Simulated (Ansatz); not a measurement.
# Ti4C3: a closer look at a trial structure

The task, for Ti4C3: fit an equation of state.

Method: DFT PBE, scalar-relativistic, plane waves, PAW, in Ansatz 0.2.0.

## 1. The starting structure

The structure is cubic, space group Pm-3m (No. 221). Conventional cell: a = 4.310 Å, b = 4.310 Å, c = 4.310 Å, α = 90.00°, β = 90.00°, γ = 90.00°. Ti (site symmetry m-3m) has 6 C at 2.16 Å as nearest neighbours. Around Ti (site symmetry 4/mmm) lie 4 C at 2.16 Å. Around C (site symmetry 4/mmm) lie 6 Ti at 2.16 Å.

Coordinates:

```
CELL_PARAMETERS angstrom
4.31034 0.00000 0.00000
0.00000 4.31034 0.00000
0.00000 0.00000 4.31034
ATOMIC_POSITIONS crystal
Ti 0.00000 0.00000 0.00000
Ti 0.00000 0.50000 0.50000
Ti 0.50000 0.00000 0.50000
Ti 0.50000 0.50000 0.00000
C 0.50000 0.00000 0.00000
C 0.00000 0.50000 0.00000
C 0.00000 0.00000 0.50000
```

It is the end of an earlier relaxation with the same method, from a generated guess; it is a trial structure. At a tolerance of 0.05 Å it has space group Pm-3m (No. 221); it has 11.44 Å³/atom, an uncorrected energy of -0.70 eV/atom over the elements and, on its mesh, gap none (metal).

## 2. The cell scaled to 0.97 of its volume

Contents of input.yaml:

```yaml
crystal:
  lattice:
    - [4.2667978885, 0.0, 0.0]
    - [0.0, 4.2667978885, 0.0]
    - [0.0, 0.0, 4.2667978885]
  atoms:
    - { symbol: Ti, position: [0.0, 0.0, 0.0] }
    - { symbol: Ti, position: [0.0, 0.5, 0.5] }
    - { symbol: Ti, position: [0.5, 0.0, 0.5] }
    - { symbol: Ti, position: [0.5, 0.5, 0.0] }
    - { symbol: C, position: [0.5, 0.0, 0.0] }
    - { symbol: C, position: [0.0, 0.5, 0.0] }
    - { symbol: C, position: [0.0, 0.0, 0.5] }
basis:
  ecutwfc: 420
kpoints:
  mp_grid: { grid: [10, 10, 10] }
hamiltonian:
  xc: pbe
scf:
  occupations: { method: gaussian, width: 0.1 }
output:
  forces: true
  stress: true
  eigenvalues: true
```

Started as:

```bash
ansatz run input.yaml --threads 1 --pin off --max-ram 2048MiB --backend cpu --events-out ev --progress --plain --runs-dir out
```

The log of the run (excerpt; [...] marks lines left out):

```text
Warning: RAYON_NUM_THREADS=1 ignored (pool sized by the plan → 1); use --threads N
[...]
Pseudopotentials: kind: paw
Pseudopotential: Ti, paw, valence charge 12, recommended cutoff 420 eV (normal), Ti.paw.azcp
Pseudopotential: C, paw, valence charge 4, recommended cutoff 420 eV (normal), C.paw.azcp
Functional definition: PBE
[...]
Crystal: 7 atoms, lattice volume = 77.679 Å³
Basis set: ecut = 420 eV, 1503 PW (Γ), exchange–correlation on 60×60×60 points (8 copies of the dense FFT grid, shifted against one another)
Bands: 37, of which v1, the nominal top of the filled ones, is band 30 counted from 1 (29 counted from 0)
Symmetry: 48 space group operations
Space group: Pm-3m (ITA 221), of the structure as read, at distance tolerance 4.3e-5 Å
k-points: 56 of 1000
[...]
SCF iter   1: F=—  HF=-10756.391913 eV  |F-HF|=—  |Δ(HF+E_count)|=         —  Δρ=8.17e-3  dr2=3.84e-2  ethr=1.77e-3  ⟨swp⟩=4.7  Hψ=7928  notcnv=0
[...]
SCF iter   7: F=-10756.384280 eV  HF=-10756.384280 eV  |F-HF|=1.23e-8  |Δ(HF+E_count)|=   6.31e-8  Δρ=4.73e-6  dr2=1.71e-8  ethr=1.67e-10  ⟨swp⟩=7.9  Hψ=7590  notcnv=0
[...]
SCF converged after 7 iterations
Free energy (F): -10756.384280 eV
[...]
E sigma→0 (E₀):  -10756.379813 eV
Entropy (-TS):   -0.008936 eV (-1.277 meV/atom)
Fermi energy:    14.687485 eV
[...]
--- Forces (eV/Å), atoms counted from 1 ---
  atom   1  Ti    -0.00000000     0.00000000    -0.00000000
  atom   2  Ti     0.00000000     0.00000000     0.00000000
  atom   3  Ti    -0.00000000    -0.00000000    -0.00000000
  atom   4  Ti     0.00000000    -0.00000000    -0.00000000
  atom   5  C     -0.00000000     0.00000000     0.00000000
  atom   6  C      0.00000000     0.00000000     0.00000000
  atom   7  C      0.00000000    -0.00000000    -0.00000000
[...]
--- Stress (GPa, compression-positive) ---
        7.035991       0.000000       0.000000
        0.000000       7.035991       0.000000
        0.000000       0.000000       7.035991
  P = ⅓ Tr σ = 7.0360 GPa (70.360 kbar)
--- Band table (eV; the first three rows and the last of 56) ---
[...]
```

It took 4.3 s on 1 thread of Intel Xeon 6975P-C (Granite Rapids), shared host; peak memory 0.43 GiB.

## 3. Volume × 1.03

input.yaml: that of step 2 with these lines changed.

```diff
@@ -2,5 +2,5 @@
   lattice:
-    - [4.2667978885, 0.0, 0.0]
-    - [0.0, 4.2667978885, 0.0]
-    - [0.0, 0.0, 4.2667978885]
+    - [4.3530190556, 0.0, 0.0]
+    - [0.0, 4.3530190556, 0.0]
+    - [0.0, 0.0, 4.3530190556]
   atoms:
```

Started as:

```bash
ansatz run input.yaml --threads 1 --pin off --max-ram 2048MiB --backend cpu --events-out ev --progress --plain --runs-dir out
```

The log of the run (excerpt; [...] marks lines left out):

```text
Warning: RAYON_NUM_THREADS=1 ignored (pool sized by the plan → 1); use --threads N
[...]
[... 4 set-up lines as earlier in the session ...]
[...]
Crystal: 7 atoms, lattice volume = 82.484 Å³
Basis set: ecut = 420 eV, 1575 PW (Γ), exchange–correlation on 60×60×60 points (8 copies of the dense FFT grid, shifted against one another)
Bands: 37, of which v1, the nominal top of the filled ones, is band 30 counted from 1 (29 counted from 0)
[... 1 set-up line as earlier in the session ...]
Space group: Pm-3m (ITA 221), of the structure as read, at distance tolerance 4.4e-5 Å
k-points: 56 of 1000
[...]
SCF iter   1: F=—  HF=-10756.396627 eV  |F-HF|=—  |Δ(HF+E_count)|=         —  Δρ=8.54e-3  dr2=4.92e-2  ethr=1.77e-3  ⟨swp⟩=4.6  Hψ=7942  notcnv=0
[...]
SCF iter   7: F=-10756.388705 eV  HF=-10756.388705 eV  |F-HF|=8.17e-9  |Δ(HF+E_count)|=   1.26e-7  Δρ=4.55e-6  dr2=1.59e-8  ethr=1.67e-10  ⟨swp⟩=8.2  Hψ=7572  notcnv=0
[...]
SCF converged after 7 iterations
Free energy (F): -10756.388705 eV
[...]
E sigma→0 (E₀):  -10756.384097 eV
Entropy (-TS):   -0.009217 eV (-1.317 meV/atom)
Fermi energy:    13.690919 eV
[...]
--- Forces (eV/Å), atoms counted from 1 ---
  atom   1  Ti    -0.00000000     0.00000000    -0.00000000
  atom   2  Ti     0.00000000    -0.00000000     0.00000000
  atom   3  Ti    -0.00000000    -0.00000000     0.00000000
  atom   4  Ti     0.00000000    -0.00000000    -0.00000000
  atom   5  C     -0.00000000    -0.00000000    -0.00000000
  atom   6  C      0.00000000     0.00000000     0.00000000
  atom   7  C      0.00000000    -0.00000000     0.00000000
[...]
--- Stress (GPa, compression-positive) ---
       -6.082053       0.000000       0.000000
        0.000000      -6.082053       0.000000
        0.000000       0.000000      -6.082053
  P = ⅓ Tr σ = -6.0821 GPa (-60.821 kbar)
--- Band table (eV; the first three rows and the last of 56) ---
[...]
```

It took 4.5 s on 1 thread of Intel Xeon 6975P-C (Granite Rapids), shared host; peak memory 0.44 GiB.

## 4. Changed: occupations.method tetrahedron_uncorrected, width left out

input.yaml: that of step 3 with these lines changed.

```diff
@@ -20,6 +20,6 @@
 scf:
-  occupations: { method: gaussian, width: 0.1 }
+  occupations: { method: tetrahedron_uncorrected }
 output:
   forces: true
+  eigenvalues: true
   stress: true
-  eigenvalues: true
```

Started as:

```bash
ansatz run input.yaml --threads 1 --pin off --max-ram 2048MiB --backend cpu --events-out ev --progress --plain --runs-dir out
```

The log of the run (excerpt; [...] marks lines left out):

```text
Warning: RAYON_NUM_THREADS=1 ignored (pool sized by the plan → 1); use --threads N
[...]
[... 4 set-up lines as earlier in the session ...]
[...]
Crystal: 7 atoms, lattice volume = 82.484 Å³
Basis set: ecut = 420 eV, 1575 PW (Γ), exchange–correlation on 60×60×60 points (8 copies of the dense FFT grid, shifted against one another)
Bands: 37, of which v1, the nominal top of the filled ones, is band 30 counted from 1 (29 counted from 0)
[... 2 set-up lines as earlier in the session ...]
k-points: 56 of 1000
[...]
SCF iter   1: F=—  HF=-10756.385414 eV  |F-HF|=—  |Δ(HF+E_count)|=         —  Δρ=8.41e-3  dr2=4.21e-2  ethr=1.77e-3  ⟨swp⟩=5.4  Hψ=8042  notcnv=0
[...]
SCF iter   8: F=-10756.379012 eV  HF=-10756.379012 eV  |F-HF|=2.56e-9  |Δ(HF+E_count)|=   1.25e-7  Δρ=7.43e-6  dr2=4.24e-8  ethr=1.67e-10  ⟨swp⟩=6.1  Hψ=7018  notcnv=0
[...]
SCF converged after 8 iterations
Free energy (F): -10756.379012 eV
[...]
E sigma→0 (E₀):  -10756.379012 eV
Entropy (-TS):   -0.000219 eV (-0.031 meV/atom)
Fermi energy:    13.705721 eV
[...]
--- Forces (eV/Å), atoms counted from 1 ---
  atom   1  Ti    -0.00000000     0.00000000     0.00000000
  atom   2  Ti     0.00000000    -0.00000000    -0.00000000
  atom   3  Ti    -0.00000000    -0.00000000     0.00000000
  atom   4  Ti     0.00000000     0.00000000     0.00000000
  atom   5  C     -0.00000000     0.00000000    -0.00000000
  atom   6  C     -0.00000000     0.00000000    -0.00000000
  atom   7  C     -0.00000000    -0.00000000    -0.00000000
[...]
--- Stress (GPa, compression-positive) ---
       -6.063628       0.000000       0.000000
       -0.000000      -6.063628       0.000000
        0.000000       0.000000      -6.063628
  P = ⅓ Tr σ = -6.0636 GPa (-60.636 kbar)
--- Band table (eV; the first three rows and the last of 56) ---
[...]
```

Run time: 5.1 s. Hardware: 1 thread of Intel Xeon 6975P-C (Granite Rapids), shared host; peak memory 0.44 GiB.

| run | ending | energy change | pressure (GPa) | gap (eV) | force (eV/Å) | cycles | time |
| --- | --- | --- | --- | --- | --- | --- | --- |
| step 3 | converged | 0 | -6.1 | 0.00 | 0.00 | 7 | 4.5 s |
| variant | converged | +0.7 meV/atom (σ→0) | -6.1 | 0.00 | 0.00 | 8 | 5.1 s |

Changing the smearing moves the energy by +0.7 meV/atom (σ→0 values). Cost: 8 SCF cycles against 7.

## 5. Point at V/V0 = 0.94

input.yaml: that of step 3 with these lines changed.

```diff
@@ -2,5 +2,5 @@
   lattice:
-    - [4.3530190556, 0.0, 0.0]
-    - [0.0, 4.3530190556, 0.0]
-    - [0.0, 0.0, 4.3530190556]
+    - [4.2223488448, 0.0, 0.0]
+    - [0.0, 4.2223488448, 0.0]
+    - [0.0, 0.0, 4.2223488448]
   atoms:
```

Started as:

```bash
ansatz run input.yaml --threads 1 --pin off --max-ram 2048MiB --backend cpu --events-out ev --progress --plain --runs-dir out
```

The log of the run (excerpt; [...] marks lines left out):

```text
Warning: RAYON_NUM_THREADS=1 ignored (pool sized by the plan → 1); use --threads N
[...]
[... 4 set-up lines as earlier in the session ...]
[...]
Crystal: 7 atoms, lattice volume = 75.277 Å³
Basis set: ecut = 420 eV, 1419 PW (Γ), exchange–correlation on 60×60×60 points (8 copies of the dense FFT grid, shifted against one another)
Bands: 37, of which v1, the nominal top of the filled ones, is band 30 counted from 1 (29 counted from 0)
[... 1 set-up line as earlier in the session ...]
Space group: Pm-3m (ITA 221), of the structure as read, at distance tolerance 4.2e-5 Å
k-points: 56 of 1000
[...]
SCF iter   1: F=—  HF=-10756.225309 eV  |F-HF|=—  |Δ(HF+E_count)|=         —  Δρ=8.05e-3  dr2=3.39e-2  ethr=1.77e-3  ⟨swp⟩=4.7  Hψ=7926  notcnv=0
[...]
SCF iter   7: F=-10756.218781 eV  HF=-10756.218781 eV  |F-HF|=9.38e-9  |Δ(HF+E_count)|=   7.00e-8  Δρ=4.58e-6  dr2=1.47e-8  ethr=1.67e-10  ⟨swp⟩=7.8  Hψ=7421  notcnv=0
[...]
SCF converged after 7 iterations
Free energy (F): -10756.218781 eV
[...]
E sigma→0 (E₀):  -10756.214397 eV
Entropy (-TS):   -0.008768 eV (-1.253 meV/atom)
Fermi energy:    15.230111 eV
[...]
--- Forces (eV/Å), atoms counted from 1 ---
  atom   1  Ti    -0.00000000    -0.00000000     0.00000000
  atom   2  Ti     0.00000000    -0.00000000    -0.00000000
  atom   3  Ti     0.00000000    -0.00000000     0.00000000
  atom   4  Ti     0.00000000    -0.00000000     0.00000000
  atom   5  C     -0.00000000     0.00000000    -0.00000000
  atom   6  C      0.00000000    -0.00000000     0.00000000
  atom   7  C     -0.00000000     0.00000000     0.00000000
[...]
--- Stress (GPa, compression-positive) ---
       15.235796       0.000000       0.000000
        0.000000      15.235796       0.000000
        0.000000       0.000000      15.235796
  P = ⅓ Tr σ = 15.2358 GPa (152.358 kbar)
--- Band table (eV; the first three rows and the last of 56) ---
[...]
```

It took 4 s on 1 thread of Intel Xeon 6975P-C (Granite Rapids), shared host; peak memory 0.43 GiB.

## 6. Volume × 1.06

input.yaml: that of step 5 with these lines changed.

```diff
@@ -2,5 +2,5 @@
   lattice:
-    - [4.2223488448, 0.0, 0.0]
-    - [0.0, 4.2223488448, 0.0]
-    - [0.0, 0.0, 4.2223488448]
+    - [4.3948775759, 0.0, 0.0]
+    - [0.0, 4.3948775759, 0.0]
+    - [0.0, 0.0, 4.3948775759]
   atoms:
@@ -25 +25,5 @@
   eigenvalues: true
+  write_density: true
+  write_potential: true
+  elf: true
+  volumetric_format: npy
```

Started as:

```bash
ansatz run input.yaml --threads 1 --pin off --max-ram 2048MiB --backend cpu --events-out ev --progress --plain --runs-dir out
```

The log of the run:

```text
Warning: RAYON_NUM_THREADS=1 ignored (pool sized by the plan → 1); use --threads N
Engine: ansatz 0.2.0, x86_64-unknown-linux-gnu
[... 4 set-up lines as earlier in the session ...]
  parameter kappa = 0.804
  parameter beta = 0.06672455060314922
  exchange = pbe_x(kappa = kappa, mu = beta*pi^2/3)
  correlation = pbe_c(beta = beta)
Crystal: 7 atoms, lattice volume = 84.887 Å³
Basis set: ecut = 420 eV, 1647 PW (Γ), exchange–correlation on 60×60×60 points (8 copies of the dense FFT grid, shifted against one another)
Bands: 37, of which v1, the nominal top of the filled ones, is band 30 counted from 1 (29 counted from 0)
[... 2 set-up lines as earlier in the session ...]
k-points: 56 of 1000
Non-local potential: Ti, projectors of the file, l = 0: 3, l = 1: 2, l = 2: 3, l = 3: 1
Non-local potential: C, projectors of the file, l = 0: 2, l = 1: 2, l = 2: 1
PAW form: soft (Blöchl's): semilocal exchange-correlation on the pseudo side does not see the compensation charge
PAW one-centre angular grid: Ti, 590 points (default); XC on 64 Gauss nodes
PAW one-centre angular grid: C, 110 points (default); XC on 64 Gauss nodes
Initial density: superposition of atomic densities (neutral atoms: chi_scale 0, normalization atom), corrected by the library's trained network
Initial wavefunctions: pseudopotential atomic-orbital guess
Functional: x = pbe(κ = 0.804, μ = 0.2195149727645171), c = pbe(β = 0.06672455060314922)
SCF iter   1: F=—  HF=-10756.265016 eV  |F-HF|=—  |Δ(HF+E_count)|=         —  Δρ=8.60e-3  dr2=5.31e-2  ethr=1.77e-3  ⟨swp⟩=4.7  Hψ=7957  notcnv=0
preconditioner: auto → Kerker (q_TF=auto, 2.575 Å⁻¹)  [metal: Δε(μ)=0.022 eV  Ē_g=5.655 eV  σ=0.100 eV  W_gap=0.12  n_scr=26 (ndim 8)  ℏωp=21.3 eV  f_vac=0.000  D(μ)=1.97/eV (n_scr^D=18)]
SCF iter   2: F=—  HF=-10756.260888 eV  |F-HF|=—  |Δ(HF+E_count)|=   4.13e-3  Δρ=5.17e-3  dr2=2.02e-2  ethr=8.85e-5  ⟨swp⟩=1.1  Hψ=2524  notcnv=0
SCF iter   3: F=—  HF=-10756.257815 eV  |F-HF|=—  |Δ(HF+E_count)|=   3.07e-3  Δρ=8.66e-4  dr2=1.30e-3  ethr=3.36e-5  ⟨swp⟩=2.0  Hψ=2325  notcnv=0
SCF iter   4: F=—  HF=-10756.257481 eV  |F-HF|=—  |Δ(HF+E_count)|=   3.33e-4  Δρ=3.86e-4  dr2=2.03e-4  ethr=2.16e-6  ⟨swp⟩=2.0  Hψ=2562  notcnv=0
SCF iter   5: F=—  HF=-10756.257425 eV  |F-HF|=—  |Δ(HF+E_count)|=   5.60e-5  Δρ=1.24e-4  dr2=1.25e-5  ethr=3.38e-7  ⟨swp⟩=2.0  Hψ=2694  notcnv=0
SCF iter   6: F=—  HF=-10756.257390 eV  |F-HF|=—  |Δ(HF+E_count)|=   3.52e-5  Δρ=2.72e-5  dr2=4.00e-7  ethr=2.08e-8  ⟨swp⟩=2.0  Hψ=2786  notcnv=0
SCF iter   7: F=-10756.257390 eV  HF=-10756.257390 eV  |F-HF|=3.05e-8  |Δ(HF+E_count)|=   1.77e-7  Δρ=7.15e-6  dr2=4.18e-8  ethr=1.67e-10  ⟨swp⟩=12.0  Hψ=12753  notcnv=0
SCF 1 converged in 7 iterations: F = -10756.257390 eV  dr2 = 4.18e-8
SCF converged after 7 iterations
Free energy (F): -10756.257390 eV
Harris-Foulkes:  -10756.257390 eV  (|F-HF|=3.05e-8)
Internal energy: -10756.248064 eV  (E = F + TS)
E sigma→0 (E₀):  -10756.252727 eV
Entropy (-TS):   -0.009327 eV (-1.332 meV/atom)
Fermi energy:    13.232151 eV
--- Per-component energies (eV) ---
  E_band       = -574.003646
  E_kinetic    = 1346.155010
  E_local      = -3405.517508  (includes V_loc(G=0)·N_el)
  E_nonlocal   = 103.294185
  E_hartree    = 1372.496042
  E_xc         = -535.590625
  E_vxc        = -668.677649  (∫ρ·V_xc dr)
  E_paw        = -4481.842925  (= ΣΔE_a)
  E_vpaw       = -694.242542  (= ΣTr[D̂ρ^β])
  E_aug_tail   = 0.000603  (compensation charges beyond the density's cutoff)
  E_ewald      = -5155.242847
  E_smearing   = -0.009327  (= −TS)
  E_closure    = 0.000000  (closes the sum)
  Σ components = -10756.257390   (vs F -10756.257390, Δ=0.00e0)
--- Forces (eV/Å), atoms counted from 1 ---
  atom   1  Ti    -0.00000000     0.00000000    -0.00000000
  atom   2  Ti     0.00000000     0.00000000    -0.00000000
  atom   3  Ti     0.00000000    -0.00000000     0.00000000
  atom   4  Ti     0.00000000     0.00000000    -0.00000000
  atom   5  C     -0.00000000    -0.00000000    -0.00000000
  atom   6  C      0.00000000     0.00000000    -0.00000000
  atom   7  C      0.00000000    -0.00000000    -0.00000000
  max |Σ_I F_I| component: 5.18e-29 eV/Å
--- Stress (GPa, compression-positive) ---
      -11.299731      -0.000000       0.000000
        0.000000     -11.299731       0.000000
        0.000000       0.000000     -11.299731
  P = ⅓ Tr σ = -11.2997 GPa (-112.997 kbar)
--- Band table (eV; the first three rows and the last of 56) ---
  k-point 0: bands = ["-43.7121", "-43.6477", "-43.6477", "-43.5593", "-20.1130", "-20.1130", "-20.1130", "-19.8917", "-19.8917", "-19.8917", "-19.8912", "-19.8912", "-19.8912", "-19.7321", "-19.7321", "-19.7321", "1.2336", "3.0766", "3.0766", "10.1523", "10.1523", "10.1523", "10.4798", "11.6328", "11.6328", "11.6328", "12.9529", "12.9529", "12.9529", "13.7629", "13.7629", "13.7629", "13.9783", "13.9783", "13.9783", "14.7598", "14.7598"]
  k-point 1: bands = ["-43.7104", "-43.6489", "-43.6477", "-43.5597", "-20.1079", "-20.1079", "-20.1053", "-19.8965", "-19.8965", "-19.8926", "-19.8917", "-19.8883", "-19.8883", "-19.7409", "-19.7353", "-19.7353", "1.3001", "3.0845", "3.1227", "9.9486", "10.1377", "10.1377", "10.6108", "11.4991", "11.4991", "11.6752", "12.5792", "13.0767", "13.0767", "13.2275", "13.5141", "13.5141", "13.6977", "14.3149", "14.3149", "14.7804", "15.2117"]
  k-point 2: bands = ["-43.7057", "-43.6526", "-43.6477", "-43.5608", "-20.0932", "-20.0932", "-20.0827", "-19.9112", "-19.9112", "-19.8957", "-19.8932", "-19.8796", "-19.8796", "-19.7654", "-19.7443", "-19.7443", "1.4905", "3.0906", "3.2485", "9.5897", "10.1007", "10.1007", "10.8110", "11.2373", "11.2373", "11.8002", "11.8318", "12.2231", "13.0445", "13.0445", "13.5140", "13.5719", "13.5719", "14.7654", "14.7654", "14.8388", "15.2065"]
  k-point 55: bands = ["-43.6663", "-43.6663", "-43.6663", "-43.5674", "-20.1658", "-20.1473", "-20.1473", "-20.1473", "-19.8667", "-19.8667", "-19.7892", "-19.7892", "-19.7892", "-19.7388", "-19.7388", "-19.7388", "4.1174", "4.1174", "4.1174", "7.3995", "7.9546", "7.9546", "7.9546", "10.2510", "10.2510", "10.2510", "10.2858", "10.2858", "13.2501", "13.2684", "13.2684", "13.2684", "15.7207", "15.7207", "15.7207", "15.7630", "15.7630"]
```

Wall time 6 s (1 thread of Intel Xeon 6975P-C (Granite Rapids), shared host); peak memory 0.43 GiB.

Density in a lattice plane of the grid's cell (edges 4.39 and 4.39 Å, at 0.000 of the third edge), which holds Ti and C.

Ten even steps from ' ' (0.20 e/Å³) to '@' (10.14 e/Å³):
```
@@%%**--..          ..........          ..--**%%
**++--..            ..........            ..--++
::::..                                      ..::
                                                
                                                
                                                
                    ..::::::..                  
......            ..--++**++--..            ....
......          ..--**%%@@%%**--..          ....
........        ..==##@@@@@@##==..        ......
......          ..--**%%@@%%**--..          ....
......            ..--++**++--..            ....
                    ..::::::..                  
                                                
                                                
                                                
::::..                                      ..::
**++--..            ..........            ..--++
@@%%**--..          ..........          ..--**%%
@@@@##==..        ..............        ..==##@@
```
Columns run along the first of these edges and rows up along the second, over one cell in 24 and 20 even steps from the bottom left corner. Atoms in the plane (fractional): Ti at (0.00, 0.00), Ti at (0.50, 0.50), C at (0.50, 0.00), C at (0.00, 0.50).

ELF in the same plane.

Values, 12 rows by 12 columns:
```
0.45 0.62 0.35 0.31 0.76 0.70 0.46 0.70 0.76 0.31 0.35 0.62
0.52 0.35 0.11 0.25 0.63 0.75 0.76 0.75 0.63 0.25 0.11 0.35
0.34 0.31 0.25 0.21 0.24 0.28 0.31 0.28 0.24 0.21 0.25 0.31
0.77 0.76 0.63 0.24 0.10 0.32 0.49 0.32 0.10 0.24 0.63 0.76
0.47 0.70 0.75 0.28 0.32 0.60 0.44 0.60 0.32 0.28 0.75 0.70
0.01 0.46 0.76 0.31 0.49 0.44 0.00 0.44 0.49 0.31 0.76 0.46
0.47 0.70 0.75 0.28 0.32 0.60 0.44 0.60 0.32 0.28 0.75 0.70
0.77 0.76 0.63 0.24 0.10 0.32 0.49 0.32 0.10 0.24 0.63 0.76
0.34 0.31 0.25 0.21 0.24 0.28 0.31 0.28 0.24 0.21 0.25 0.31
0.52 0.35 0.11 0.25 0.63 0.75 0.76 0.75 0.63 0.25 0.11 0.35
0.45 0.62 0.35 0.31 0.76 0.70 0.46 0.70 0.76 0.31 0.35 0.62
0.00 0.45 0.52 0.34 0.77 0.47 0.01 0.47 0.77 0.34 0.52 0.45
```
Columns run along the first of these edges and rows up along the second, over one cell in 12 and 12 even steps from the bottom left corner. Atoms in the plane (fractional): Ti at (0.00, 0.00), Ti at (0.50, 0.50), C at (0.50, 0.00), C at (0.00, 0.50).

Both are smooth fields of the valence electrons: close to the nuclei they are not physical.

Outside the cores ELF peaks at 0.82 between the atoms, 2.2 Å from Ti; 0.80 in the shell around C, 0.7 Å from C.

(Part 1 of 2 ends here.)
